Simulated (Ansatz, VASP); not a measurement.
## MnO2 in VASP and in Ansatz

The input INCAR:

```
PREC = Accurate ; ENCUT = 520
EDIFF = 1E-7 ; ISMEAR = -1
SIGMA = 0.05 ; LREAL = F
LASPH = T ; NELM = 150
ALGO = Normal ; ISIF = 2
LWAVE = F ; LCHARG = F
ISPIN = 2 ; MAGMOM = 4 0 0
LORBIT = 11 ; LMAXMIX = 4
GGA = PE ; NBANDS = 24
```

KPOINTS

```
Automatic mesh
0
Gamma
  11 11 6
```

POSCAR

```
MnO2
1.0
    2.9126037410      0.0000000000      0.0000000000
   -1.4563018705      2.5223888309      0.0000000000
    0.0000000000      0.0000000000      4.6916199912
Mn O
1 2
Direct
    0.0000000000      0.0000000000      0.5000000000
    0.3333333333      0.6666666667      0.7062925700
    0.6666666667      0.3333333333      0.2937074300
```

File input.yaml:

```yaml
crystal:
  lattice:
    - [2.912603741, 0.0, 0.0]
    - [-1.4563018705, 2.5223888309, 0.0]
    - [0.0, 0.0, 4.6916199912]
  atoms:
    - { symbol: Mn, position: [0.0, 0.0, 0.5], spin: 4.0 }
    - { symbol: O, position: [0.3333333333, 0.6666666667, 0.70629257] }
    - { symbol: O, position: [0.6666666667, 0.3333333333, 0.29370743] }
hamiltonian:
  xc: pbe
  pseudopotentials: { kind: paw }
magnetization:
  spin_polarized: true
kpoints:
  mp_grid: { grid: [11, 11, 6] }
scf:
  occupations: { method: fermi_dirac, width: 0.05 }
output:
  forces: true
  stress: true
  eigenvalues: true
  write_density: true
  write_potential: true
  elf: true
  volumetric_format: npy
```

Change from the starting cell: volume scaled by 1.06.

Alike in both runs: task single point; functional PBE; k mesh 11 × 11 × 6; occupations fermi-dirac, width 0.05 eV; collinear spin, ferromagnetic start.

|  | VASP | Ansatz |
| --- | --- | --- |
| version | VASP 6.6.1 | Ansatz 0.2.0 |
| potentials or method | VASP PAW PBE potentials, release 64 (Mn_pv, O) | Ansatz PAW |
| plane-wave cutoff (eV) | 520 | 420 |
| valence electrons in the cell | 25 | 27 |

|  | VASP | Ansatz | Ansatz less VASP |
| --- | --- | --- | --- |
| gap on the k mesh at the Fermi level (eV) | 1.01 | 1.05 | +0.035 |
| least direct gap on the mesh (eV) | 1.09 | 1.12 | +0.036 |
| pressure (GPa) | -5.0 | -5.9 | -0.88 |
| largest component of the traceless stress (GPa) | 2.21 | 2.57 | +0.364 |
| rms of the force components (eV/Å) | 0.223 | 0.260 | +0.0373 |
| net moment per atom (μB) | 1.00 | 1.00 | 0.000 |
| size of the moment on the site where the two differ most (μB) | 2.89 | 2.56 | -0.328 |

Site moments also hang on the region over which each program counts them. Atom by atom the forces differ by 0.037 eV/Å (rms over components). The two sets of potentials don't hold the same shells in valence.

Caveats: a cell with one magnetic atom can't hold antiferromagnetic order, which such compounds often take; an odd mesh through Γ misses points on the zone boundary, where band edges often lie (VASP); odd divisions of the mesh miss points on the zone boundary, where band edges often lie, so the gap on the mesh can be too wide (Ansatz); the pressure holds a Pulay correction of +0.7 GPa for the finite cutoff (Ansatz).
